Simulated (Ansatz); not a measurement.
Ionic part of the dielectric constant of ZnS, mode by mode

Computed with Ansatz 0.2.0, DFT PBE, scalar-relativistic, plane waves, PAW. Plane waves to 420 eV; Γ-centred k mesh 10×10×10; fixed occupations. No spin polarisation. Phonons by linear response, acoustic sum rule imposed.

Symmetry: F-43m, No. 216, cubic system. Conventional cell: a = 5.444 Å, b = 5.444 Å, c = 5.444 Å, α = 90.00°, β = 90.00°, γ = 90.00°. Zn (site symmetry -43m) is surrounded by 4 S at 2.36 Å. S (site symmetry -43m) is surrounded by 4 Zn at 2.36 Å.

The primitive cell has V = 40.33 Å³ and ε∞,xx = 5.948. Each polar mode adds Δε = (4.92064×10⁷/V)·S/ν² along x, with S its oscillator strength in e²/amu, ν in cm⁻¹ and V in Å³.

Problem. From these modes, find each Δε and ε0,xx.
| ν (cm⁻¹) | S_xx (e²/amu) |
| --- | --- |
| 260.0 | 0.1905 |

Solution.
```csv
ν (cm⁻¹),Δε
260.0,3.44
```

The sum is 3.437, so ε0,xx = 9.38; the run's tensor has 9.38.

Problem. Where do the longitudinal modes lie for a wave vector along x?

Solution. At 327 cm⁻¹. The Lyddane–Sachs–Teller product Π(ν_LO/ν_TO)² = 1.58 matches ε0/ε∞ = 1.58.

Cost: 1 run of about 3.3 core-minutes, on AMD EPYC 7R43 (Zen 3) (shared hosts).

The static response of zinc blende ZnS is mainly electronic: the lattice adds 3.44 to an ε∞ of 5.948. The entire ionic part comes from the single, triply degenerate polar optical mode, in which the Zn and S sublattices move against each other. Its oscillator strength, taken with the reduced mass of the pair, implies a Born effective charge close to the formal ionic charge. This doesn't make the bond fully ionic, since a dynamical charge also includes the charge that flows through the polar covalent Zn–S bonds as they stretch.

The same charge sets up the macroscopic field that lifts the longitudinal mode from 260.0 to 327 cm⁻¹, while electronic screening limits the shift. Compared with the known behaviour of ZnS, ε∞ is too large and both frequencies are somewhat low, probably because PBE underestimates the gap and slightly overexpands the lattice. The Lyddane–Sachs–Teller agreement confirms internal consistency, not accuracy against experiment, because both ratios follow from the same harmonic data.
